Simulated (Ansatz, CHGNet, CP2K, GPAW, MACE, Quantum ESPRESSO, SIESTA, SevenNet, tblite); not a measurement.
# GPAW on hcp Mg, size series (64 atoms): settings against a plane-wave reference

Aim: run hcp Mg, size series (64 atoms) in GPAW and see how near its forces come to a plane-wave reference, and at what cost.

Main program and level: GPAW 26.7.0; the method is named at each step.

### Step 1. The starting structure

The cell holds 64 atoms: 64 Mg. Its edges and angles: a = 12.836 Å, b = 12.836 Å, c = 10.422 Å, α = 90.0°, β = 90.0°, γ = 120.0°. It derives from Mg (hcp), repeated 4×4×2. Hcp Mg (a = 3.209 Å, c = 5.211 Å), 4 x 4 x 2 conventional cells; every coordinate displaced by a Gaussian of 0.03 Å. Then every atom was moved at random, 0.05 Å r.m.s. a Cartesian component.

The yardstick, on the same geometry:

```
method                 : Kohn-Sham DFT, PBE, PAW, plane waves (Ansatz 0.2.0); cutoff 420 eV, Γ point, fermi-dirac smearing of 0.05 eV; PAW set soft_2
r.m.s. force component : 0.1698 eV/Å
longest force          : 0.5453 eV/Å
pressure               : -0.388 GPa
SCF cycles             : 8
time                   : 18 s on 4 threads of Arm Neoverse V1, shared host
CPU time               : 67 s
```

### Step 2. PBE, LCAO dzp, h 0.2 Å

Method: Kohn-Sham DFT, PBE, PAW, atomic orbitals (dzp).

File run.py:

```python
import numpy as np
from ase.io import read
from gpaw import GPAW, FermiDirac

atoms = read("structure.xyz")
atoms.calc = GPAW(
    mode="lcao",
    basis="dzp",
    h=0.2,
    xc="PBE",
    kpts={"size": (1, 1, 1), "gamma": True},
    occupations=FermiDirac(0.05),
    maxiter=200,
    symmetry={"point_group": False},
    txt="gpaw.txt",
)
energy = atoms.get_potential_energy(force_consistent=True)
forces = atoms.get_forces()
print(f"energy {energy:.6f} eV")
print("forces (eV/A)")
for i, (a, f) in enumerate(zip(atoms, forces)):
    print(f"{i:4d} {a.symbol:2s} {f[0]:10.5f} {f[1]:10.5f} {f[2]:10.5f}")
print(f"Fermi level {atoms.calc.get_fermi_level():.4f} eV")
for k in range(len(atoms.calc.get_ibz_k_points())):
    for s in range(atoms.calc.get_number_of_spins()):
        e = atoms.calc.get_eigenvalues(kpt=k, spin=s)
        n = np.searchsorted(e, atoms.calc.get_fermi_level())
        print(f"k {k} spin {s} levels about the Fermi level:", np.round(e[max(n - 6, 0):n], 4).tolist(), "|", np.round(e[n:n + 6], 4).tolist())
```

File structure.xyz:

```xyz
64
Lattice="12.83600 0.00000 0.00000 -6.41800 11.11630 0.00000 0.00000 0.00000 10.42200" Properties=species:S:1:pos:R:3 pbc="T T T"
Mg 6.37205 11.11052 10.41856
Mg -0.06116 1.82185 2.45261
Mg 6.36916 11.11019 5.21902
Mg -0.00180 1.91556 7.81056
Mg -1.62921 2.84566 0.02908
Mg -1.58101 4.62194 2.63708
Mg -1.54199 2.73417 5.17484
Mg -1.66034 4.64128 7.74125
Mg -3.26509 5.65709 10.34154
Mg -3.23936 7.31219 2.60289
Mg 9.59728 5.49534 5.16368
Mg -3.13879 7.39234 7.85266
Mg 8.01191 8.32044 10.34613
Mg -4.76286 10.19331 2.50951
Mg -4.80599 8.34756 5.10782
Mg -4.84238 10.24367 7.96741
Mg 3.29596 0.00656 10.40293
Mg 3.22415 1.85375 2.54401
Mg -3.13577 11.08617 5.22538
Mg 3.22729 1.78072 7.84579
Mg 1.61034 2.81320 10.37437
Mg 1.63646 4.48298 2.67616
Mg 1.53358 2.79275 5.21579
Mg 1.63659 4.52878 7.82828
Mg -0.08883 5.62618 0.00115
Mg -0.00937 7.43191 2.63708
Mg 0.04891 5.48789 5.28448
Mg 0.04088 7.39001 7.81567
Mg -1.69974 8.30321 0.01073
Mg -1.60071 10.18664 2.64854
Mg -1.66541 8.34779 5.13190
Mg -1.45753 10.19898 7.83067
Mg 0.02824 11.09029 0.03794
Mg 6.38097 1.90878 2.58872
Mg 6.31448 0.00145 5.19068
Mg 6.45137 1.88377 7.89175
Mg 4.72057 2.72594 10.38886
Mg 4.80323 4.52767 2.48763
Mg 4.83198 2.75417 5.24174
Mg 4.84636 4.60682 7.71374
Mg 3.29308 5.58105 0.02460
Mg 3.28794 7.47616 2.55933
Mg 3.21189 5.51068 5.22101
Mg 3.16285 7.37022 7.82244
Mg 1.57382 8.21806 0.09119
Mg 1.71919 10.24111 2.54568
Mg 1.63986 8.21061 5.12950
Mg 1.59994 10.18798 7.76210
Mg 3.24167 11.10107 0.11641
Mg 9.62418 1.80818 2.60685
Mg 9.55191 0.08115 5.23591
Mg 9.67449 1.80929 7.91270
Mg 8.05985 2.76462 0.06847
Mg 8.03713 4.59370 2.57090
Mg 8.10285 2.83377 5.26384
Mg 7.89748 4.57280 7.74855
[... 4 atom lines left out ...]
Mg 4.80952 8.23273 0.00542
Mg 4.74720 10.18487 2.57872
Mg 4.77101 8.26853 5.19182
Mg 4.92896 10.15930 7.81254
```

Started as:

```sh
$ OMP_NUM_THREADS=1 python run.py > output.txt
```

Log:

```text
energy -89.716556 eV
forces (eV/A)
   0 Mg    0.07565   -0.00928   -0.04313
   1 Mg    0.17396   -0.04261    0.40771
   2 Mg    0.18078   -0.04170   -0.10734
   3 Mg   -0.03105   -0.15305    0.01118
   4 Mg    0.00714    0.01716   -0.19400
   5 Mg   -0.04912    0.00002   -0.06386
   6 Mg   -0.16659    0.04070    0.00754
   7 Mg    0.04661   -0.08188    0.12738
   8 Mg    0.09974   -0.35241    0.17268
   9 Mg    0.03380    0.17236   -0.15804
  10 Mg    0.12403    0.16493    0.12364
  11 Mg   -0.19355    0.16874   -0.44587
  12 Mg   -0.09450    0.08373    0.19730
  13 Mg   -0.10528   -0.03990    0.14765
  14 Mg   -0.08675    0.03617    0.30786
  15 Mg    0.20582   -0.13952   -0.53935
  16 Mg   -0.18212   -0.10683    0.11214
  17 Mg   -0.12626   -0.15281    0.23552
  18 Mg   -0.40458    0.11175    0.08090
  19 Mg   -0.02227    0.06749   -0.21757
  20 Mg   -0.06848   -0.06664    0.09151
  21 Mg   -0.05681    0.40223   -0.17476
  22 Mg    0.26157   -0.33686   -0.06025
  23 Mg   -0.03278    0.29622    0.07648
[...]
56 Mg   -0.25240   -0.08357   -0.02154
  57 Mg    0.00028    0.08589    0.03712
  58 Mg   -0.05577   -0.09148   -0.22972
  59 Mg    0.18864    0.02420    0.09495
  60 Mg    0.07102    0.28795   -0.20335
  61 Mg    0.36082   -0.06411    0.27102
  62 Mg    0.06990    0.19431   -0.04089
  63 Mg   -0.33163   -0.00036    0.06138
Fermi level 3.2508 eV
k 0 spin 0 levels about the Fermi level: [3.1386, 3.1513, 3.1601, 3.1774, 3.186, 3.1963] | [3.4384, 3.4479, 3.4731, 3.4819, 3.5006, 3.5457]
```

gpaw.txt:

```text
Input parameters:
  mode=LCAO(),
  basis={'default': 'dzp'},
  h=0.2,
  kpts=MonkhorstPack(size=(1, 1, 1), gamma=True),
  maxiter=200,
  occupations=Occupations(name='fermi-dirac', width=0.05, fixmagmom=False),
  symmetry=Symmetry(point_group=False),
  xc=XC(name='PBE')
Unit cell  # Å
| periodic |         x |         y |         z |   lengths |     angles |
|----------|-----------|-----------|-----------|-----------|------------|
|      yes | 12.836000 |  0.000000 |  0.000000 | 12.836000 |  90.000000 |
|      yes | -6.418000 | 11.116300 |  0.000000 | 12.835998 |  90.000000 |
|      yes |  0.000000 |  0.000000 | 10.422000 | 10.422000 | 120.000005 |
Number of symmetries: 1
Symmetry operations  # r_c * U_cc + t_c -> r_c
|   | kind |            matrix            |
|---|------|------------------------------|
| 0 |  E   |  1, 0, 0,  0, 1, 0,  0, 0, 1 |
BZ-sampling:
  Number of BZ points: 1
  Number of IBZ points: 1
  Monkhorst-Pack size: [1, 1, 1]
  Monkhorst-Pack shift: [0, 0, 0]
[... lines left out ...]
  MSR1-Mixer
occupation numbers:
  Fermi-Dirac:
    width: 0.0500  # eV
FastPoissonSolver using
    Stencil: 8*3+1=25 point O(h^6) finite-difference Laplacian
xc functional:
  name: PBE with 2 nearest neighbor stencil
interpolation: tri-quintic # 5. degree polynomial
Initialization done in: 14.903 s
convergence criteria:
- Maximum [total energy] change in last 3 cyles: 0.0005 eV / valence electron
- Maximum integral of absolute [dens]ity change: 0.0001 electrons / valence electron
- Maximum integral of absolute [eigenst]ate change: 4e-08 eV^2 / valence electron
maximum number of iterations: 200
SCF iterations
|iter     |      energy | eigst |  dens |
|---------|-------------|-------|-------|
|iter:   1|  -89.557227 |      c|       |
|iter:   2|  -89.559033 |      c| -1.54 |
|iter:   3|  -89.640209c|      c| -1.56 |
|iter:   4|  -91.595506 |      c| -2.10 |
|iter:   5|  -89.564596 |      c| -1.79 |
|iter:   6|  -89.549489 |      c| -2.81 |
|iter:   7|  -89.549378c|      c| -3.24 |
|iter:   8|  -89.548480c|      c| -3.41 |
|iter:   9|  -89.548516c|      c| -3.70 |
|iter:  10|  -89.548432c|      c| -3.92 |
|iter:  11|  -89.548394c|      c| -4.27c|
Converged in 11 steps
SCF loop duration: 370.259 s (33.660 s/step)
Energy contributions relative to reference atoms: (reference = -348777.272875)
Energy contributions:
  Kinetic:         215.128562
  Coulomb:        -106.493098
  Zero:              0.216153
  External:          0.000000
  Xc:             -198.231849
  Entropy:          -0.336324
  Spinorbit:         0.000000
  ----------------------------
  Free energy:     -89.716556
  Extrapolated:    -89.548394
dipole moment: (-73.638505, 62.618806, -29.139597)  # |e|*Ang
Fermi level: 3.251
Eigenvalues  # (at kpt = [0.000, 0.000, 0.000])
| band index |      eig [eV] | occ [0-2] |
|------------|---------------|-----------|
|          0 |       -72.540 |     2.000 |
|        ... |               |           |
|        313 |         3.018 |     1.981 |
|        314 |         3.080 |     1.936 |
[...]
|        328 |         4.535 |     0.000 |
|        ... |               |           |
|        387 |         7.487 |     0.000 |
Gap: 0.242 eV
Transition (v -> c):
  (s=0, k=0, n=320, [0.00, 0.00, 0.00]) -> (s=0, k=0, n=321, [0.00, 0.00, 0.00])
No difference between direct/indirect transitions
Force computation time: 86.182  # s
timing:  # [seconds]
  Total:  471.380  # ━━━━━━━━━━━━━━━━━━━━━━━━━━━━━━━━━━━━━━━━━━━━━━━━━━━━━━━━
  Init:    14.903  # ━━
  SCF:    370.259  # ━━━━━━━━━━━━━━━━━━━━━━━━━━━━━━━━━━━━━━━━━━━━
  Forces:  86.182  # ━━━━━━━━━━
```

It took 7.9 min on 1 thread of Arm Neoverse V1, shared host; peak memory 1.6 GiB.

Banners, paths, timers and routine set-up lines are dropped from the logs unmarked, and long logs keep their key lines alone; longer cuts are marked.

Numbers from this run, and their distance from the reference:

```
r.m.s. force component                  : 0.1817 eV/Å
r.m.s. difference of force components   : 13.44 meV/Å
longest difference of force vectors     : 50.48 meV/Å
force difference over r.m.s. force      : 7.912 %
slope of forces against the reference's : 1.069
correlation of force components         : 0.9994
```

The surroundings of Mg16, which bears the longest force, nearest first, numbered as they follow in the input and with coordinates relative to it.

```tsv
atom	x	y	z	distance (Å)	bonds	Fx	Fy	Fz (eV/Å)
Mg16	0.00	0.00	0.00	0.00	12	0.206	-0.140	-0.539
Mg13	0.02	-1.92	2.38	3.06	12	-0.095	0.084	0.197
Mg1	-1.62	0.87	2.45	3.06	12	0.076	-0.009	-0.043
Mg64	-3.06	-0.08	-0.15	3.07	12	-0.332	0.000	0.061
Mg17	1.72	0.88	2.44	3.11	12	-0.182	-0.107	0.112
Mg20	1.65	2.65	-0.12	3.13	12	-0.022	0.067	-0.218
Mg4	-1.58	2.79	-0.16	3.21	12	-0.031	-0.153	0.011
Mg60	-1.63	-2.84	-0.24	3.29	12	0.189	0.024	0.095
Mg3	-1.62	0.87	-2.75	3.31	12	0.181	-0.042	-0.107
Mg12	1.70	-2.85	-0.11	3.32	12	-0.194	0.169	-0.446
Mg19	1.71	0.84	-2.74	3.34	12	-0.405	0.112	0.081
Mg32	3.38	-0.04	-0.14	3.39	12	-0.292	-0.123	-0.072
Mg15	0.04	-1.90	-2.86	3.43	12	-0.087	0.036	0.308
```

Atoms are counted from 1 here, from 0 in the log.

Forces lie 7.9 % from the reference's, at 7.1 times its CPU time (on 1 against 4 cores).

### Step 3. PBE, plane waves 550 eV

Method: Kohn-Sham DFT, PBE, PAW, plane waves.

run.py, as its differences from that of step 2:

```diff
@@ -2,3 +2,4 @@
 from ase.io import read
-from gpaw import GPAW, FermiDirac
+from gpaw import GPAW, FermiDirac, PW
+from ase.parallel import parprint as print
 
@@ -6,5 +7,3 @@
 atoms.calc = GPAW(
-    mode="lcao",
-    basis="dzp",
-    h=0.2,
+    mode=PW(550),
     xc="PBE",
@@ -14,2 +13,3 @@
     symmetry={"point_group": False},
+    nbands=378,
     txt="gpaw.txt",
@@ -22,2 +22,6 @@
     print(f"{i:4d} {a.symbol:2s} {f[0]:10.5f} {f[1]:10.5f} {f[2]:10.5f}")
+stress = -atoms.get_stress(voigt=False) * 160.21766
+print("stress (GPa, compression positive)")
+for row in stress:
+    print(" ".join(f"{x:10.4f}" for x in row))
 print(f"Fermi level {atoms.calc.get_fermi_level():.4f} eV")
```

structure.xyz is that of step 2.

Started as:

```sh
$ OMP_NUM_THREADS=1 mpirun -np 2 gpaw python run.py > output.txt
```

Log:

```text
energy -103.583654 eV
forces (eV/A)
   0 Mg    0.06943   -0.01089   -0.04507
   1 Mg    0.16256   -0.03534    0.38277
   2 Mg    0.17043   -0.02404   -0.09709
   3 Mg   -0.03220   -0.14527    0.00593
   4 Mg    0.01282    0.01136   -0.18768
   5 Mg   -0.05256   -0.00247   -0.06224
   6 Mg   -0.16462    0.04434    0.01169
   7 Mg    0.05943   -0.08787    0.12283
   8 Mg    0.09663   -0.33223    0.16859
   9 Mg    0.03249    0.16322   -0.14833
  10 Mg    0.12163    0.15903    0.10918
  11 Mg   -0.18212    0.15292   -0.41431
[...]
59 Mg    0.17471    0.01019    0.09095
  60 Mg    0.06501    0.27363   -0.18597
  61 Mg    0.32774   -0.05298    0.24621
  62 Mg    0.07368    0.17389   -0.03888
  63 Mg   -0.31458    0.00274    0.06554
stress (GPa, compression positive)
   -0.2314     0.0397     0.0053
    0.0397    -0.2349    -0.0306
    0.0053    -0.0306    -1.3443
Fermi level 3.1433 eV
k 0 spin 0 levels about the Fermi level: [3.0347, 3.0405, 3.0478, 3.0621, 3.0723, 3.0859] | [3.3352, 3.3419, 3.3656, 3.3749, 3.3952, 3.4383]
```

gpaw.txt:

```text
Input parameters:
  mode=PW(ecut=550.0),
  kpts=MonkhorstPack(size=(1, 1, 1), gamma=True),
  maxiter=200,
  nbands=378,
  occupations=Occupations(name='fermi-dirac', width=0.05, fixmagmom=False),
  symmetry=Symmetry(point_group=False),
  xc=XC(name='PBE')
[... lines left out ...]
  Converge bands: occupied
[... lines left out ...]
  Fermi-Dirac:
[... lines left out ...]
convergence criteria:
- Maximum [total energy] change in last 3 cyles: 0.0005 eV / valence electron
[... lines left out ...]
Converged in 16 steps
[... lines left out ...]
  Free energy:    -103.583654
[... lines left out ...]
Fermi level: 3.143
[... lines left out ...]
|------------|---------------|-----------|
|          0 |       -72.742 |     2.000 |
|        ... |               |           |
|        313 |         2.952 |     1.957 |
|        314 |         2.998 |     1.896 |
[...]
|        ... |               |           |
[...]
Gap: 0.249 eV
Transition (v -> c):
  (s=0, k=0, n=320, [0.00, 0.00, 0.00]) -> (s=0, k=0, n=321, [0.00, 0.00, 0.00])
No difference between direct/indirect transitions
Force computation time: 4.774  # s
Stress tensor  # eV/Ang^3
|         x |         y |         z |
|-----------|-----------|-----------|
[...]
| -0.000248 |  0.001466 |  0.000191 |
| -0.000033 |  0.000191 |  0.008391 |
Stress computation time: 28.447  # s
```

The job ended after 4.9 min (2 MPI ranks; peak memory 1.8 GiB).

Against the reference:

* r.m.s. force component: 0.1694 eV/Å
* r.m.s. difference of force components: 0.576 meV/Å
* longest difference of force vectors: 2.016 meV/Å
* force difference over r.m.s. force: 0.3393 %
* slope of forces against the reference's: 0.9975
* correlation of force components: 1
* pressure: -0.6035 GPa
* pressure difference: -0.2155 GPa

Against the first run (7.9 %), the force difference from the reference is 0.34 %, at 1.2 times the CPU time (on 2 against 1 cores) (16 SCF steps against 11).

The run ends at a pressure of -0.60 GPa, with forces up to 0.54 eV/Å.

### Step 4. The ladder

Differences are against the plane-wave reference, forces as r.m.s. over components; share is that over the reference's r.m.s. force, slope the least-squares factor from reference forces to these. Total energies of different programs have different zeros and aren't compared.

```tsv
run	Δ force, r.m.s. (meV/Å)	share (%)	slope	Δ pressure (GPa)	cores	CPU time	memory (GiB)
reference	-	-	-	-	4	67 s	1.8
GPAW PBE, LCAO dzp, h 0.2 Å	13.4	7.91	1.069	-	1	7.9 min	1.6
GPAW PBE, plane waves 550 eV	0.576	0.339	0.998	-0.215	2	9.8 min	1.8
```

CPU time is summed over cores on a shared host, where runs went side by side, so it is rough. Symmetry, cutoffs, thresholds, outputs and thread counts weren't matched or tuned between programs; memory under MPI is the largest rank's times the ranks.

Further runs of this program without a result: GPAW PBE, LCAO sz(dzp), h 0.2 Å (cut off at its time limit); GPAW PBE, LCAO dzp, h 0.16 Å (cut off at its time limit).

### Step 5. What came out

```json
{"nearest in forces": "GPAW PBE, plane waves 550 eV, 0.34 %", "its CPU time": "9.8 min"}
```

What this shows: PBE on plane waves or a grid with other potentials, cutoffs or grids differs from the reference by 0.34 % (GPAW PBE, plane waves 550 eV) of the r.m.s. force; this holds the reference's own error, so differences of a few per cent don't tell which side is nearer the exact PBE result. The PBE run in local orbitals differs by 7.9 % (GPAW PBE, LCAO dzp, h 0.2 Å); basis, grid and potentials can all enter. None of the electronic-structure runs in the table takes under half the reference's CPU time of 67 s; they take 7.1 to 8.8 times as much. The electronic-structure runs sample only Γ, in a cell whose shortest periodic width is 10 Å, which is coarse for a cell with partly filled levels.

[Also dropped from logs without a mark: logging warnings of Python, and SIESTA's first energy breakdown and zero terms.]

[Logs are printed without paths, hosts, clocks, repeated set-up lines and the standing remarks that a program may print on its own settings, such as how far it seeks lower states.]

[Hosts, paths, dates, database ids (printed as entryN), source tags and the programs' standing remarks are cut or masked in the printed files.]
